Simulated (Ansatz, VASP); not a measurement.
# Cross-check of BN (BN (F-43m)) between VASP and Ansatz

Wanted: the spread between two codes on one cell, functional and k mesh. The cell is taken from a series of runs on this material, whose earlier steps may have relaxed, scaled, displaced or heated it; both programs get it as it stands.

Calculated with Ansatz 0.2.0; plane waves, with VASP 6.6.1 beside it; relaxation of cell and atoms at PBEsol.

## 1. The structure

Symmetry: F-43m, No. 216, cubic system. Conventional cell: a = 3.606 Å, b = 3.606 Å, c = 3.606 Å, α = 90.00°, β = 90.00°, γ = 90.00°. B has 4 N at 1.56 Å nearest. Nearest to N lie 4 B at 1.56 Å. Farther neighbours and most contacts between anions are not listed.

Structure file:

```cif
data_structure
_symmetry_space_group_name_H-M 'F-43m'
_symmetry_Int_Tables_number 216
_cell_length_a 3.6058
_cell_length_b 3.6058
_cell_length_c 3.6058
_cell_angle_alpha 90.000
_cell_angle_beta 90.000
_cell_angle_gamma 90.000
_cell_volume 46.88
loop_
_atom_site_label
_atom_site_type_symbol
_atom_site_symmetry_multiplicity
_atom_site_Wyckoff_symbol
_atom_site_fract_x
_atom_site_fract_y
_atom_site_fract_z
_atom_site_occupancy
B1 B 4 a 0.00000 0.00000 0.00000 1
N1 N 4 d 0.25000 0.25000 0.75000 1
```

## 2. VASP: relaxation of cell and atoms, PBEsol

The relaxed volume is the usual yardstick between codes: in a stiff, nearly cubic crystal its relative difference is about their pressure difference at one cell divided by the bulk modulus.

Lines of VASP's logs that name or quote its potential files are left out, and so is its time.

File INCAR:

```
SYSTEM = BN
PREC = Accurate
ENCUT = 600
EDIFF = 1E-07
NELM = 120
ISMEAR = 0
SIGMA = 0.01
LREAL = .FALSE.
ALGO = Normal
GGA = PS
NBANDS = 10
LORBIT = 11
LWAVE = .FALSE.
LCHARG = .FALSE.
ISIF = 3
IBRION = 2
NSW = 80
EDIFFG = -0.005
LASPH = .TRUE.
GGA_COMPAT = .FALSE.
NELMIN = 4
EFERMI = MIDGAP
```

File POSCAR:

```
BN
1.0
    0.0000000000      1.8028980000      1.8028980000
    1.8028980000      0.0000000000      1.8028980000
    1.8028980000      1.8028980000      0.0000000000
B N
1 1
Direct
    0.0000000000      0.0000000000      0.0000000000
    0.2500000000      0.2500000000      0.2500000000
```

File KPOINTS:

```
Automatic mesh
0
Gamma
13 13 13
0 0 0
```

The projector-augmented-wave data sets are B and N (PBE family, release 64).

Started as:

```
> mpirun -np 1 vasp_std
```

Numbers of over 12 decimals in the logs are rounded to 6 here.

The log of the run:

```text
[banner, memory and clock lines left out]
running    1 mpi-ranks, on    1 nodes
 distrk:  each k-point on    1 cores,    1 groups
 distr:  one band on    1 cores,    1 groups

 POSCAR found type information on POSCAR B N
 POSCAR found :  2 types and       2 ions
|                                                                             |
|               ----> ADVICE to this user running VASP <----                  |
|                                                                             |
|     You enforced a specific xc type in the INCAR file but a different       |
|     [... a line on the potential file left out ...]
|     I HOPE YOU KNOW WHAT YOU ARE DOING!                                     |
|                                                                             |

 LDA part: xc-table for (Slater+PW92), standard interpolation
 POSCAR, INCAR and KPOINTS ok, starting setup
 FFT: planning ... GRIDC
 FFT: planning ... GRID_SOFT
 FFT: planning ... GRID
 WAVECAR not read
 entering main loop
       N       E                     dE             d eps       ncg     rms          rms(c)
DAV:   1     0.142649291371E+02    0.14265E+02   -0.54424E+03  1712   0.888E+02
DAV:   2    -0.187239351240E+02   -0.32989E+02   -0.31831E+02  2046   0.199E+02
DAV:   3    -0.193074867486E+02   -0.58355E+00   -0.58264E+00  2000   0.233E+01
DAV:   4    -0.193082764402E+02   -0.78969E-03   -0.78967E-03  1852   0.921E-01
DAV:   5    -0.193082772089E+02   -0.76868E-06   -0.76871E-06  1954   0.294E-02    0.657E+00
DAV:   6    -0.184577864630E+02    0.85049E+00   -0.27634E+00  2072   0.109E+01    0.327E+00
DAV:   7    -0.183713878975E+02    0.86399E-01   -0.96319E-02  1862   0.266E+00    0.186E+00
DAV:   8    -0.183506813438E+02    0.20707E-01   -0.35458E-02  1896   0.139E+00    0.186E-01
DAV:   9    -0.183507021765E+02   -0.20833E-04   -0.69455E-04  1822   0.256E-01    0.746E-02
DAV:  10    -0.183507190881E+02   -0.16912E-04   -0.58525E-05  1902   0.771E-02    0.131E-02
DAV:  11    -0.183507208613E+02   -0.17733E-05   -0.38906E-06  1926   0.161E-02    0.709E-03
DAV:  12    -0.183507209156E+02   -0.54277E-07   -0.98770E-07  1880   0.733E-03
   1 F= -.18350721E+02 E0= -.18350721E+02  d E =-.183507E+02
 curvature:   0.00 expect dE= 0.000E+00 dE for cont linesearch  0.000E+00
 trial: gam= 0.00000 g(F)=  0.101E-47 g(S)=  0.326E-04 ort = 0.000E+00 (trialstep = 0.100E+01)
 search vector abs. value=  0.326E-04
 bond charge predicted
       N       E                     dE             d eps       ncg     rms          rms(c)
DAV:   1    -0.183507591712E+02   -0.38310E-04   -0.11282E-03  1810   0.290E-01    0.452E-02
DAV:   2    -0.183507219380E+02    0.37233E-04   -0.15293E-04  1956   0.885E-02    0.125E-02
DAV:   3    -0.183507201549E+02    0.17830E-05   -0.48773E-06  1788   0.198E-02    0.485E-03
DAV:   4    -0.183507195255E+02    0.62940E-06   -0.66565E-07  1854   0.643E-03    0.142E-03
DAV:   5    -0.183507194784E+02    0.47163E-07   -0.31157E-08   900   0.143E-03
   2 F= -.18350719E+02 E0= -.18350719E+02  d E =0.143725E-05
 trial-energy change:    0.000001  1 .order    0.000001   -0.000033    0.000035
 step:   0.4752(harm=  0.4854)  dis= 0.00000  next Energy=   -18.350729 (dE=-0.769E-05)
 bond charge predicted
       N       E                     dE             d eps       ncg     rms          rms(c)
DAV:   1    -0.183507390673E+02   -0.19542E-04   -0.31105E-04  1810   0.153E-01    0.237E-02
DAV:   2    -0.183507290547E+02    0.10013E-04   -0.42054E-05  1954   0.464E-02    0.654E-03
DAV:   3    -0.183507286071E+02    0.44765E-06   -0.13429E-06  1784   0.104E-02    0.255E-03
DAV:   4    -0.183507285082E+02    0.98832E-07   -0.18181E-07  1782   0.336E-03
   3 F= -.18350729E+02 E0= -.18350729E+02  d E =-.759261E-05
 curvature:  -0.24 expect dE=-0.494E-11 dE for cont linesearch -0.494E-11
 trial: gam=-0.00079 g(F)=  0.178E-47 g(S)=  0.204E-10 ort = 0.258E-07 (trialstep = 0.895E+00)
 search vector abs. value=  0.100E-09
 reached required accuracy - stopping structural energy minimisation
```

From OUTCAR (step 2):

```text
ion  position               nearest neighbor table
   1  0.000  0.000  0.000-   2 1.56   2 1.56   2 1.56   2 1.56
   2  0.250  0.250  0.250-   1 1.56   1 1.56   1 1.56   1 1.56

  LATTYP: Found a face centered cubic cell.
 ALAT       =     3.6057960000

 Subroutine GETGRP returns: Found 24 space group operations
 (whereof 24 operations were pure point group operations)

The static configuration has the point symmetry T_d .

 Found     84 irreducible k-points:

   k-points           NKPTS =     84   k-points in BZ     NKDIM =     84   number of bands    NBANDS=     10

   dimension x,y,z NGX =    20 NGY =   20 NGZ =   20
   dimension x,y,z NGXF=    40 NGYF=   40 NGZF=   40

   ENCUT  =  600.0 eV  44.10 Ry    6.64 a.u.   5.09  5.09  5.09*2*pi/ulx,y,z

   NELECT =       8.0000    total number of electrons

 k-points in reciprocal lattice and weights: Automatic mesh
   0.00000000  0.00000000  0.00000000       0.000
   0.07692308  0.00000000  0.00000000       0.004
   0.15384615  0.00000000  0.00000000       0.004
   0.23076923  0.00000000  0.00000000       0.004
   0.30769231  0.00000000  0.00000000       0.004
   0.38461538  0.00000000  0.00000000       0.004
   0.46153846  0.00000000  0.00000000       0.004
   0.07692308  0.07692308  0.00000000       0.003
   0.15384615  0.07692308  0.00000000       0.011
[...]
-0.30769231  0.46153846  0.15384615       0.011
  -0.30769231  0.46153846  0.23076923       0.011

 average (electrostatic) potential at core
       1 -24.3964       2 -60.3137

 E-fermi :   9.6284

 k-point     1 :       0.0000    0.0000    0.0000
  band No.  band energies     occupation
      1     -12.8841      2.00000
      2       7.4482      2.00000
      3       7.4482      2.00000
      4       7.4482      2.00000
      5      16.2421      0.00000
      6      16.2421      0.00000
      7      16.2421      0.00000
      8      17.8282      0.00000
      9      32.0880      0.00000
    ...

 k-point     2 :       0.0769    0.0000    0.0000
  band No.  band energies     occupation
      1     -12.7385      2.00000
      2       6.6516      2.00000
      3       7.2903      2.00000
      4       7.2903      2.00000
      5      16.4289      0.00000
      6      16.4810      0.00000
      7      16.4810      0.00000
      8      18.3159      0.00000
      9      31.8757      0.00000
    ...

 k-point     3 :       0.1538    0.0000    0.0000
  band No.  band energies     occupation
      1     -12.3059      2.00000
      2       4.7673      2.00000
      3       6.8962      2.00000
      4       6.8962      2.00000
      5      16.7300      0.00000
      6      17.0557      0.00000
      7      17.0557      0.00000
      8      19.4999      0.00000
      9      31.3301      0.00000
    ...

  Total        0.0000168      0.0000168      0.0000168     -0.0000000     -0.0000000      0.0000000
  in kB        0.0022923      0.0022923      0.0022923     -0.0000000     -0.0000000      0.0000000
  external PRESSURE =       0.0022923 kB  Pullay stress =       0.0000000 kB

  energy-cutoff  :      600.00
  volume of cell :       11.73
      direct lattice vectors                 reciprocal lattice vectors
    -0.000000000  1.803336476  1.803336476    -0.277263842  0.277263842  0.277263842
     1.803336476 -0.000000000  1.803336476     0.277263842 -0.277263842  0.277263842
     1.803336476  1.803336476  0.000000000     0.277263842  0.277263842 -0.277263842

 POSITION                                       TOTAL-FORCE (eV/Angst)
 -----------------------------------------------------------------------------------
      0.00000      0.00000      0.00000        -0.000000     -0.000000     -0.000000
      0.90167      0.90167      0.90167         0.000000      0.000000      0.000000
 -----------------------------------------------------------------------------------
    total drift:                                0.000000      0.000000      0.000000

  FREE ENERGIE OF THE ION-ELECTRON SYSTEM (eV)
  ---------------------------------------------------
  free  energy   TOTEN  =       -18.3507285082 eV

  energy  without entropy=      -18.3507285082  energy(sigma->0) =      -18.35072851

 reached required accuracy - stopping structural energy minimisation

 total charge
# of ion       s       p       d       tot
------------------------------------------
    1        0.678   1.370   0.000   2.047
    2        1.205   2.751   0.000   3.955
--------------------------------------------------
tot          1.882   4.120   0.000   6.003

[... 3 further parts left out ...]
```

The run keeps the 24 symmetry operations of its start, so it cannot find a distortion of lower symmetry.

## 3. Ansatz: relaxation of cell and atoms, PBEsol

Ansatz runs on its default PAW (the set named soft_2) files.

The same cell, functional and mesh now go to Ansatz.

File input.yaml:

```yaml
crystal:
  lattice:
    - [0.0, 1.8028977, 1.8028977]
    - [1.8028977, 0.0, 1.8028977]
    - [1.8028977, 1.8028977, 0.0]
  atoms:
    - { symbol: B, position: [0.0, 0.0, 0.0] }
    - { symbol: "N", position: [0.25, 0.25, 0.25] }
basis:
  ecutwfc: 420
  xc_grid: 2
hamiltonian:
  xc: pbesol
kpoints:
  mp_grid: { grid: [13, 13, 13] }
scf:
  occupations: { method: fixed }
  max_iter: 100
relax:
  f_tol: 0.005
  max_steps: 60
  cell: {}
output:
  forces: true
  stress: true
checkpoint:
  write: "../cell.run"
  compress: false
  write_wavefunctions: false
  write_every: 100000
```

Started as:

```
> ansatz run input.yaml --threads 2 --pin off --max-ram 3768MiB --backend cpu --events-out ev --progress --plain --runs-dir out
```

The log of the run:

```text
Engine: ansatz 0.2.0, x86_64-unknown-linux-gnu
Pseudopotentials: kind: paw
Pseudopotential: B, paw, valence charge 3, recommended cutoff 420 eV (normal), B.paw.azcp
Pseudopotential: N, paw, valence charge 5, recommended cutoff 420 eV (normal), N.paw.azcp
Functional definition: PBEsol
  exchange = pbesol_x
  correlation = pbesol_c
Crystal: 2 atoms, lattice volume = 11.720 Å³
Basis set: ecut = 420 eV, 259 PW (Γ), exchange–correlation on 36×36×36 points (8 copies of the dense FFT grid, shifted against one another)
Bands: 8, of which v1, the nominal top of the filled ones, is band 4 counted from 1 (3 counted from 0)
Symmetry: 24 space group operations
Space group: F-43m (ITA 216), of the structure as read, at distance tolerance 2.3e-5 Å
k-points: 84 of 2197 (time reversal used)
Non-local potential: B, projectors of the file, l = 0: 2, l = 1: 2, l = 2: 1
Non-local potential: N, projectors of the file, l = 0: 2, l = 1: 2, l = 2: 1
PAW form: soft (Blöchl's): semilocal exchange-correlation on the pseudo side does not see the compensation charge
PAW frozen core: B, regenerated for the run's functional, and the local potential with it (the file was generated under x = pbe(κ = 0.804, μ = 0.219515), c = pbe(β = 0.066725))
PAW frozen core: N, regenerated for the run's functional, and the local potential with it (the file was generated under x = pbe(κ = 0.804, μ = 0.219515), c = pbe(β = 0.066725))
PAW one-centre angular grid: B, 110 points (default); XC on 64 Gauss nodes
PAW one-centre angular grid: N, 110 points (default); XC on 64 Gauss nodes
Initial density: superposition of atomic densities (neutral atoms: chi_scale 0, normalization atom), corrected by the library's trained network
Initial wavefunctions: pseudopotential atomic-orbital guess
Functional: x = pbesol(κ = 0.804, μ = 0.123457), c = pbesol(β = 0.046)
SCF iter   1: F=—  HF=-533.838978 eV  |F-HF|=—  |Δ(HF+E_count)|=         —  Δρ=9.10e-3  dr2=7.41e-3  ethr=1.77e-3  ⟨swp⟩=3.8  Hψ=3812  notcnv=0  defer=134
preconditioner: auto → none  [insulator: Δε(μ)=4.292 eV  Ē_g=20.030 eV  n_scr=0 (ndim 8)  ℏωp=30.7 eV  f_vac=0.000  ε∞_Penn≈3.3]
SCF iter   2: F=—  HF=-533.836699 eV  |F-HF|=—  |Δ(HF+E_count)|=   2.28e-3  Δρ=2.56e-3  dr2=5.86e-4  ethr=9.26e-5  ⟨swp⟩=2.3  Hψ=1600  notcnv=0  defer=159
SCF iter   3: F=—  HF=-533.836528 eV  |F-HF|=—  |Δ(HF+E_count)|=   1.72e-4  Δρ=8.47e-4  dr2=5.96e-5  ethr=7.32e-6  ⟨swp⟩=3.0  Hψ=1156  notcnv=0  defer=159
SCF iter   4: F=—  HF=-533.836516 eV  |F-HF|=—  |Δ(HF+E_count)|=   1.19e-5  Δρ=1.52e-4  dr2=1.45e-6  ethr=7.45e-7  ⟨swp⟩=2.0  Hψ=1008  notcnv=0  defer=4
iter 5 did not close the SCF: its close was put off for the readings that it lacked (scf_convergence_deferred on its scf_iter line)
SCF iter   5: F=-533.836516 eV  HF=-533.836516 eV  |F-HF|=2.13e-9  |Δ(HF+E_count)|=   1.80e-7  Δρ=9.60e-6  dr2=4.41e-9  ethr=1.81e-8  ⟨swp⟩=2.0  Hψ=998  notcnv=0  defer=31
SCF iter   6: F=-533.836516 eV  HF=-533.836516 eV  |F-HF|=2.30e-11  |Δ(HF+E_count)|=   2.71e-9  Δρ=7.09e-7  dr2=1.40e-11  ethr=5.52e-11  ⟨swp⟩=1.0  Hψ=2017  notcnv=0
SCF 1 converged in 6 iterations: F = -533.836516 eV  dr2 = 1.40e-11
  greatest PAW one-centre occupation: 0.785 electrons in one spin orbital (limit 2), on the N atom at site 1 (counted from 0), in its partial waves of l = 0
relax step   1: F+E_penalty+E_count = -533.83651584 eV  Δ(F+E_penalty+E_count) = +0.000e0 eV  max|allowed force component| = 3.562e-16 eV/Å  Δτ_max = 0.0000 Å  P = -0.040 GPa  Ω = 11.720 Å³  (6 SCF iters, dr2 threshold 1.00e-7 eV, accepted)
Initial density: handed on by an earlier stage of this run
Initial wavefunctions: pseudopotential atomic-orbital guess (no wavefunctions were taken with the density)
iter 1 solved again at ethr=4.90e-9 eV; its pass at ethr=3.10e-3 eV (dr2=3.92e-7 eV) is discarded
SCF iter   1: F=—  HF=-533.836515 eV  |F-HF|=—  |Δ(HF+E_count)|=         —  Δρ=7.60e-7  dr2=1.61e-11  ethr=4.90e-9  ⟨swp⟩=3.0  Hψ=5743  notcnv=0  defer=139
preconditioner: auto → none  [insulator: Δε(μ)=4.374 eV  Ē_g=20.053 eV  n_scr=0 (ndim 8)  ℏωp=30.7 eV  f_vac=0.000  ε∞_Penn≈3.3]
SCF iter   2: F=-533.836516 eV  HF=-533.836516 eV  |F-HF|=5.12e-12  |Δ(HF+E_count)|=   9.13e-7  Δρ=3.66e-7  dr2=5.23e-12  ethr=1.00e-12  ⟨swp⟩=6.0  Hψ=2540  notcnv=0
SCF 2 converged in 2 iterations: F = -533.836516 eV  dr2 = 5.23e-12
relax step   2: F+E_penalty+E_count = -533.83651584 eV  Δ(F+E_penalty+E_count) = -7.958e-13 eV  max|allowed force component| = 3.932e-16 eV/Å  Δτ_max = 0.0000 Å  P = -0.040 GPa  Ω = 11.720 Å³  stress off target by 3.96e-2 GPa  SCF on the basis re-selected at this cell (its energy is not comparable with the rows above)  (2 SCF iters)
basis re-selected at this cell: Δ(F+E_penalty+E_count) = -7.958e-13 eV, ΔP = -0.000 GPa vs the last step (what re-selecting the basis moved, of the pressure what is left beyond the Pulay correction that the steps carried, after the strain that the cell walked since its last selection, with what the two solves' SCF thresholds leave and, on support functions, any second-order correction that the steps lacked; it is no  [...]
SCF converged after 2 iterations
Free energy (F): -533.836516 eV
Harris-Foulkes:  -533.836516 eV  (|F-HF|=5.12e-12)
Internal energy: -533.836516 eV  (E = F + TS)
E sigma→0 (E₀):  -533.836516 eV
Fermi energy:    11.257515 eV
--- Per-component energies (eV) ---
  E_band       = 26.588319
  E_kinetic    = 185.418176
  E_local      = -173.633143  (includes V_loc(G=0)·N_el)
  E_nonlocal   = 56.767990
  E_hartree    = 48.236467
  E_xc         = -92.781870
  E_vxc        = -115.833373  (∫ρ·V_xc dr)
  E_paw        = -198.587539  (= ΣΔE_a)
  E_vpaw       = -22.604358  (= ΣTr[D̂ρ^β])
  E_aug_tail   = 0.000101  (compensation charges beyond the density's cutoff)
  E_ewald      = -359.299507
  E_core_change = 0.042810  (= ΣΔE_core)
  E_smearing   = -0.000000  (= −TS)
  E_closure    = 0.000000  (closes the sum)
  Σ components = -533.836516   (vs F -533.836516, Δ=0.00e0)
--- Forces (eV/Å), atoms counted from 1 ---
  atom   1  B      0.00000000    -0.00000000    -0.00000000
  atom   2  N     -0.00000000    -0.00000000     0.00000000
  max |Σ_I F_I| component: 5.46e-16 eV/Å
--- Stress (GPa, compression-positive) ---
       -0.039613       0.000000      -0.000000
        0.000000      -0.039613       0.000000
       -0.000000       0.000000      -0.039613
  P = ⅓ Tr σ = -0.0396 GPa (-0.396 kbar)
--- Relaxed structure (1 steps of the walk, 1 accepted, 1 SCFs on fresh bases) ---
  F+E_penalty+E_count = -533.83651584 eV   max|allowed force component| = 3.932e-16 eV/Å   (the final SCF, on the basis selected at the relaxed cell)
  cell:  # Å, volume = 11.7204 Å³
    - [0.0, 1.8028977, 1.8028977]
    - [1.8028977, 0.0, 1.8028977]
    - [1.8028977, 1.8028977, 0.0]
  atoms:
    - { symbol: B, position: [0.0, 0.0, 0.0] }
    - { symbol: N, position: [0.25, 0.25, 0.25] }
```

The column dr2 measures how far the density is from self-consistency, as an energy; F and HF (Harris–Foulkes) agree once it is small.

## 4. Differences

Known differences besides the potentials themselves: fixed occupations in Ansatz, narrow Gaussian smearing in VASP; the cutoff is 420 eV in Ansatz and 600 eV in VASP; Ansatz makes its cores anew for this functional, VASP keeps those of its PBE data sets; Ansatz adds a Pulay correction to the stress that steers its cell, VASP none. Total energies have different zeros and are not compared.

Both answers:

```
                                         quantity  Ansatz   VASP  difference
                                      volume (Å³)   11.72  11.73     -0.07 %
edge a after relaxation, in the typed setting (Å)   2.550  2.550     -0.02 %
```

## 5. Summary of results

```json
{
 "difference in volume (relaxation of cell and atoms, PBEsol)": "-0.073 %"
}
```

What this shows: The difference in volume is -0.073 % (relaxation of cell and atoms, PBEsol), within the 1.2 % picked in this series as the mark of a large difference, as far as the stopping tolerances let one tell. How closely two codes agree says nothing of how well the functional describes the real material.

[Lines on the potential files, build, host, timing and source positions are cut from VASP's logs without a mark.]

[Logs are printed without paths, hosts, clocks, repeated set-up lines and the standing remarks that a program may print on its own settings, such as how far it seeks lower states.]

[Hosts, paths, dates, database ids (printed as entryN), source tags and the programs' standing remarks are cut or masked in the printed files.]
